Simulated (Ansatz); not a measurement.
# AlRu: ab initio molecular dynamics

These are results of Ansatz, DFT PBE, scalar-relativistic, plane waves, PAW, not measurements. Settings: plane waves to 420 eV, k-mesh 2×2×2 (shifted by 0.5, 0.5, 0.5 steps), Fermi–Dirac smearing 0.16 eV. The mesh is coarse. No spin polarisation.

16 atoms, starting at 1.06 times the perfect crystal's volume (space group Pm-3m, the cell as given, not relaxed at this level); Langevin thermostat at 1800 K (friction 0.02 fs⁻¹), fixed cell; 66 steps of 1.5 fs. The run is short and not equilibrated. The crystal has no gap, and so coarse a mesh can leave errors of tens of meV/atom and of a GPa or more.

First frame:

```
Al Ru
1.0
     6.10055    0.00000    0.00000
     0.00000   -6.10055    0.00000
     0.00000    0.00000   -6.10055
Al Ru
8 8
Direct
  0.00000 0.50000 0.50000
  0.00000 0.50000 0.00000
  0.00000 0.00000 0.50000
  0.00000 0.00000 0.00000
  0.50000 0.50000 0.50000
  0.50000 0.50000 0.00000
  0.50000 0.00000 0.50000
  0.50000 0.00000 0.00000
  0.25000 0.25000 0.25000
  0.25000 0.25000 0.75000
  0.25000 0.75000 0.25000
  0.25000 0.75000 0.75000
  0.75000 0.25000 0.25000
  0.75000 0.25000 0.75000
  0.75000 0.75000 0.25000
  0.75000 0.75000 0.75000
```

```
Mean temperature over the second half                                                                                                                                                                                                 : 1173 K
Mean pressure over the second half (kinetic part included)                                                                                                                                                                            : -0.5 GPa
Mean potential energy above the perfect crystal (as given, at volume ratio 1; besides heat the difference comes from the volume, 6 % larger, and the crystal's own pressure of 5.9 GPa; the free energy holds the electrons' entropy) : 94 meV/atom
Mean-square drift of Al from first to last step (mean shift of all atoms removed)                                                                                                                                                     : 0.09 Å²
Mean-square drift of Ru from first to last step (mean shift of all atoms removed)                                                                                                                                                     : 0.05 Å²
```

Pair distribution functions g(r), second half of the run, up to half the cell's height:

| r (Å) | Al-Al | Al-Ru | Ru-Ru |
| --- | --- | --- | --- |
| 2.15 | 0.0 | 0.0 | 0.0 |
| 2.25 | 0.0 | 0.0 | 0.0 |
| 2.35 | 0.0 | 0.7 | 0.0 |
| 2.45 | 0.0 | 2.5 | 0.0 |
| 2.55 | 0.1 | 6.5 | 0.0 |
| 2.65 | 0.7 | 7.6 | 0.7 |
| 2.75 | 1.8 | 5.3 | 1.4 |
| 2.85 | 2.8 | 2.5 | 2.9 |
| 2.95 | 1.9 | 0.4 | 2.4 |

Along the run (potential energy from its first value; pressure with the kinetic part):

```
t (fs) T (K)  ΔE_pot (meV/atom) P (GPa)
   0.0   1688                0.0     -3.9
   3.0   1820                2.7     -3.7
   6.0   1739               10.7     -3.4
   9.0   1686               24.6     -2.8
  12.0   1475               41.9     -2.3
  15.0   1096               59.6     -1.9
  18.0    791               76.0     -1.6
  21.0    835               89.0     -1.0
  24.0    952              104.3     -0.3
  27.0    815              116.3      0.0
  30.0    838              124.3      0.3
  33.0    927              125.7      0.4
  36.0   1192              125.5      0.7
  39.0   1067              123.0      0.4
  42.0    950              117.8      0.1
  45.0   1014              114.2      0.0
  48.0   1450              107.0      0.2
  51.0   1405               98.4     -0.2
  54.0   1241               93.4     -0.5
  57.0   1253               90.2     -0.6
  60.0   1084               89.5     -0.7
  63.0   1101               89.4     -0.7
  66.0    849               89.8     -0.9
  69.0    965               89.6     -0.8
  72.0   1151               91.5     -0.5
  75.0    959               93.5     -0.6
  78.0    870               92.8     -0.7
  81.0    890               88.8     -0.9
  84.0   1161               85.4     -0.7
  87.0   1429               83.0     -0.6
  90.0   1331               85.2     -0.6
  93.0   1347               94.5     -0.2
  96.0   1381              107.1      0.3
  99.0   1428              125.8      0.9
```

Cost: 1 run of about 8.2 core-minutes (earlier runs that led there not counted), on Arm Neoverse V2 (shared hosts).